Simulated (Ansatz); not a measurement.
# SnSe: strong compression

Aim: compress SnSe (CsCl type) step by step, far beyond the usual range, and follow pressure and electronic structure. The runs shown use PAW. Its runs: cell relaxed at zero pressure (PAW); volume scaled by 1 (PAW and PAW (partial_waves polarizable)); volume scaled by 0.94 (PAW); volume scaled by 0.88 (PAW); volume scaled by 0.8 (PAW); volume scaled by 0.72 (PAW); volume scaled by 0.64 (PAW); volume scaled by 0.55 (PAW and PAW (partial_waves polarizable)).

Method: DFT, PBE, PAW with Ansatz's default frozen-core files, scalar-relativistic, in Ansatz 0.2.0.

### 1 The starting structure

Symmetry: Pm-3m, No. 221, cubic system. Conventional cell: a = 3.055 Å, b = 3.055 Å, c = 3.055 Å, α = 90.00°, β = 90.00°, γ = 90.00°. Sn (site symmetry m-3m) has 8 Se at 2.65 Å as nearest neighbours. Se (site symmetry m-3m) has 8 Sn at 2.65 Å as nearest neighbours.

Structure file:

```cif
data_structure
_symmetry_space_group_name_H-M 'Pm-3m'
_symmetry_Int_Tables_number 221
_cell_length_a 3.0547
_cell_length_b 3.0547
_cell_length_c 3.0547
_cell_angle_alpha 90.000
_cell_angle_beta 90.000
_cell_angle_gamma 90.000
_cell_volume 28.50
loop_
_atom_site_label
_atom_site_type_symbol
_atom_site_symmetry_multiplicity
_atom_site_Wyckoff_symbol
_atom_site_fract_x
_atom_site_fract_y
_atom_site_fract_z
_atom_site_occupancy
Sn1 Sn 1 a 0.00000 0.00000 0.00000 1
Se1 Se 1 b 0.50000 0.50000 0.50000 1
```

The file gives the conventional cell by its symmetry; the runs use the cell typed in the input.

Whether this phase is the stable one at these pressures isn't tested.

Atoms are numbered in the order of the input: Sn1, Se2.

### 2 Cell relaxed at zero pressure, PAW

File input.yaml:

```yaml
crystal:
  lattice:
    - [3.0546685047, 0.0, 0.0]
    - [0.0, 3.0546685047, 0.0]
    - [0.0, 0.0, 3.0546685047]
  atoms:
    - { symbol: Sn, position: [0.0, 0.0, 0.0] }
    - { symbol: Se, position: [0.5, 0.5, 0.5] }
kpoints:
  mp_grid: { grid: [14, 14, 14] }
scf:
  occupations: { method: fermi_dirac, width: 0.08 }
hamiltonian:
  xc: pbe
  pseudopotentials: { kind: paw }
output:
  forces: true
  stress: true
relax:
  f_tol: 0.005
  max_steps: 40
  cell: {}
```

On the command line:

```bash
ansatz run input.yaml --threads 1 --pin off --max-ram 2048MiB --backend cpu --events-out ev --progress --plain --runs-dir out
```

After this run come: Volume scaled by 1, PAW; Volume scaled by 1, PAW (partial_waves polarizable); Volume scaled by 0.94, PAW; Volume scaled by 0.88, PAW; Volume scaled by 0.8, PAW; Volume scaled by 0.72, PAW; Volume scaled by 0.64, PAW; Volume scaled by 0.55, PAW; Volume scaled by 0.55, PAW (partial_waves polarizable).

Before running it: what results should come out? Wanted: PAW pressure at 0.55 of the volume; PAW; fitted bulk modulus at zero pressure.

As calculated:

| quantity | value |
| --- | --- |
| PAW pressure at 0.55 of the volume | 115.8 GPa |
| PAW (partial_waves polarizable) pressure at 0.55 of the volume | 115.8 GPa |
| fitted bulk modulus at zero pressure (PAW) | 47 GPa |
| its pressure derivative | 4.65 |

**Reading.** At 0.55 of the starting volume PAW gives 116 GPa. One third-order Birch-Murnaghan curve follows these points (B₀ = 47 GPa, B′ = 4.65, misfit at most 0.09 GPa). A fit over so wide a range leans to the high pressures, so B₀ can be off by several per cent. No all-electron run checks these rows here, and frozen cores can fail under such compression. The ions are at rest, and the electrons smeared by 0.08 eV.
